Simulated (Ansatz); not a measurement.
**PbS: stress in a strained cell**

PbS is deformed so: equal xx and yy strain of -1 %. What stress and forces result, by LAPW, PAW and all-electron datasets made for the crystal?

Program: Ansatz 0.2.0. Level of theory: DFT PBE, scalar-relativistic. These are calculated values, not measurements.

### 1 The starting structure

Symmetry: C2/m, No. 12, monoclinic system. The conventional cell has a = 5.881 Å, b = 5.800 Å, c = 11.759 Å, α = 90.00°, β = 95.27°, γ = 90.00°. Around Pb (site symmetry m) lie 5 S at 2.75 to 2.98 Å. Around S (site symmetry m) lie 5 Pb at 2.75 to 2.98 Å.

Coordinates:

```cif
data_structure
_symmetry_space_group_name_H-M 'C2/m'
_symmetry_Int_Tables_number 12
_cell_length_a 5.8810
_cell_length_b 5.8000
_cell_length_c 11.7590
_cell_angle_alpha 90.000
_cell_angle_beta 95.270
_cell_angle_gamma 90.000
_cell_volume 399.40
loop_
_atom_site_label
_atom_site_type_symbol
_atom_site_symmetry_multiplicity
_atom_site_Wyckoff_symbol
_atom_site_fract_x
_atom_site_fract_y
_atom_site_fract_z
_atom_site_occupancy
Pb1 Pb 4 i 0.27560 0.50000 0.63638 1
S1 S 4 i 0.76840 0.50000 0.59860 1
```

The file gives the conventional cell by its symmetry; the runs use the cell typed in the input.

Atoms are numbered in the order of the input: Pb1, Pb2, S3, S4.

### 2 After the deformation

Space group C2/m before, C2/m after.

### 3 All-electron LAPW

input.yaml

```yaml
crystal:
  lattice:
    - [2.911095, -2.871, 0.0]
    - [2.911095, 2.871, 0.0]
    - [-1.0692495, 0.0, 11.70929]
  atoms:
    - { symbol: Pb, position: [0.7756, 0.7756, 0.63638] }
    - { symbol: Pb, position: [0.2244, 0.2244, 0.36362] }
    - { symbol: S, position: [0.2684, 0.2684, 0.5986] }
    - { symbol: S, position: [0.7316, 0.7316, 0.4014] }
kpoints:
  mp_grid: { grid: [7, 7, 3] }
  band_path:
    path:
      - [0.0, 0.0, 0.0]
      - [-0.4951884801, 0.4951884801, 0.0]
      - [-0.5048115199, -0.4951884801, 0.0]
      - [-0.5, -0.5, 0.0]
      - [0.0, 0.0, 0.0]
      - [-0.5, -0.5, 0.5]
      - [-0.5158522538, -0.4841477462, 0.5]
      - [-0.4841477462, 0.4841477462, 0.5]
      - [0.0, 0.0, 0.5]
    npoints: 5
scf:
  occupations: { method: fermi_dirac, width: 0.01 }
hamiltonian:
  xc: pbe
  pseudopotentials: { kind: all_electron, lapw: { basis_error: 0.0005 } }
output:
  forces: true
  stress: true
  eigenvalues: true
```

Started as:

```
> ansatz run input.yaml --threads 1 --pin off --max-ram 4096MiB --backend cpu --events-out ev --progress --plain --runs-dir out
```

### 4 Frozen-core PAW

input.yaml

```yaml
crystal:
  lattice:
    - [2.911095, -2.871, 0.0]
    - [2.911095, 2.871, 0.0]
    - [-1.0692495, 0.0, 11.70929]
  atoms:
    - { symbol: Pb, position: [0.7756, 0.7756, 0.63638] }
    - { symbol: Pb, position: [0.2244, 0.2244, 0.36362] }
    - { symbol: S, position: [0.2684, 0.2684, 0.5986] }
    - { symbol: S, position: [0.7316, 0.7316, 0.4014] }
kpoints:
  mp_grid: { grid: [7, 7, 3] }
scf:
  occupations: { method: fermi_dirac, width: 0.01 }
hamiltonian:
  xc: pbe
  pseudopotentials: { kind: paw }
output:
  forces: true
  stress: true
  eigenvalues: true
  efg: { contact_densities: true }
  write_density: true
  write_potential: true
  elf: true
  volumetric_format: npy
```

### 5 Datasets made for this crystal

input.yaml, as its differences from that of step 4:

```diff
@@ -16,3 +16,3 @@
   xc: pbe
-  pseudopotentials: { kind: paw }
+  pseudopotentials: { kind: all_electron, datasets: crystal }
 output:
@@ -22,5 +22 @@
   efg: { contact_densities: true }
-  write_density: true
-  write_potential: true
-  elf: true
-  volumetric_format: npy
```

(Steps that only read results are left out.)

**Question.** What will these runs give? Wanted: pressure; largest shear or deviatoric stress.

The runs gave:

| quantity | value |
| --- | --- |
| pressure | LAPW 0.93, PAW 0.93, crystal datasets 0.93 GPa |
| largest shear or deviatoric stress (LAPW) | 1.87 GPa |

**Reading.** The largest part of the stress beyond the pressure is 1.87 GPa in size, in the zz component; the atoms are carried along and not relaxed. No run of the undeformed cell stands beside it, so the pressure holds what the given cell had before the change. PAW: stress within 0.01 GPa of LAPW, forces within 1 meV/Å. Crystal datasets: stress within 0.01 GPa of LAPW, forces within 1 meV/Å. Spin-orbit coupling is left out, though the cell holds Pb; in elements this heavy it can shift bands and gaps by tenths of an eV.

These are semilocal Kohn-Sham gaps, which aren't the measured quantity. Such gaps usually fall short of the measured ones; spin-orbit coupling, left out here, narrows gaps with Pb, so the two errors partly cancel.
